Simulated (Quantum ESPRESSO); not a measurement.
## KBr in Quantum ESPRESSO: the effect of functional

KBr:

```
Br K
1.0
     0.00000    3.30000    3.30000
     3.30000    0.00000    3.30000
     3.30000    3.30000    0.00000
Br K
1 1
Direct
  0.50000 0.50000 0.50000
  0.00000 0.00000 0.00000
```

Alike in all runs:

| Item | Value |
| --- | --- |
| Program | Quantum ESPRESSO 7.5 |
| Task | dielectric tensor |
| k mesh | 6 × 6 × 6, shifted |
| Occupations | fermi-dirac, width 0.05 eV |
| Spin | no spin polarisation |

```tsv
functional	potentials or basis	cutoff	pressure (GPa)	dielectric constant (mean)
LDA	PseudoDojo 0.4.1 SR LDA standard	980 eV	?	?
PBEsol	PseudoDojo 0.4.1 SR PBEsol standard	1007 eV	-0.3	2.59
WC	PseudoDojo 0.4.1 SR PBE standard	1007 eV	-0.1	2.59
BLYP	PseudoDojo 0.4.1 SR PBE standard	1007 eV	1.5	2.54
AM05	PseudoDojo 0.4.1 SR PBE standard	1007 eV	0.4	2.55
```

**Question.** What does the run with functional LDA give?

**Answer.** Pressure -1.7 GPa; dielectric constant 2.63 mean.

Caveats: the potentials were made for another functional, which shifts forces and pressure (some runs).

Runs at the PBE level aren't shown here.
